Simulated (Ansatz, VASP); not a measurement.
**One calculation of Hf, two programs**

File INCAR:

```
PREC     = Accurate       # precision mode
ENCUT    = 520            # plane-wave cutoff, eV
EDIFF    = 1E-7           # SCF threshold, eV
ISMEAR   = -1             # smearing method
SIGMA    = 0.1            # smearing width, eV
LREAL    = F              # projectors in reciprocal space
LASPH    = T              # aspherical terms in the spheres
NELM     = 100            # most SCF steps
ALGO     = Normal         # electronic algorithm
ISIF     = 2              # what is computed and relaxed
LWAVE    = F              # write WAVECAR
LCHARG   = F              # write CHGCAR
GGA      = CA             # functional
NBANDS   = 11             # bands
```

The input KPOINTS:

```
regular mesh
0
Gamma
  14 14 14
```

File POSCAR:

```
Hf
1.0
    0.0000000000      2.2369535401      2.2369535401
    2.2369535401      0.0000000000      2.2369535401
    2.2369535401      2.2369535401      0.0000000000
Hf
1
Direct
    0.0000000000      0.0000000000      0.0000000000
```

Input for Ansatz:

```yaml
crystal:
  lattice:
    - [0.0, 2.2369535401, 2.2369535401]
    - [2.2369535401, 0.0, 2.2369535401]
    - [2.2369535401, 2.2369535401, 0.0]
  atoms:
    - { symbol: Hf, position: [0.0, 0.0, 0.0] }
hamiltonian:
  xc: lda
  pseudopotentials:
    kind: paw
    azcp:
      Hf: "pseudopotentials/Hf.paw.azcp"
basis:
  ecutwfc: 420
  fft_grid_basis: typed
kpoints:
  mp_grid: { grid: [14, 14, 14], shift: [0, 0, 0] }
magnetization:
  spin_polarized: false
scf:
  occupations: { method: fermi_dirac, width: 0.1 }
  lower_state_search: "off"
output:
  stress: true
  write_density: true
  write_potential: true
  elf: true
  volumetric_format: npy
```

Alike in both runs: task single point; functional LDA; k mesh 14 × 14 × 14; occupations fermi-dirac, width 0.1 eV; no spin polarisation.

|  | VASP | Ansatz |
| --- | --- | --- |
| version | VASP 6.6.1 | Ansatz 0.2.0 |
| potentials or method | VASP PAW LDA potentials, release 64 (Hf_pv) | plane waves (420 eV) with PAW, scalar-relativistic |
| plane-wave cutoff (eV) | 520 | 420 |
| valence electrons in the cell | 10 | 26 |

```tsv
	VASP	Ansatz	Ansatz less VASP
pressure (GPa)	-7.6	-7.6	+0.03
```

The two sets of potentials don't hold the same shells in valence. Ansatz warned: «pseudo_functional_mismatch».

The runs have no spin-orbit coupling, so splittings on Hf are missing.
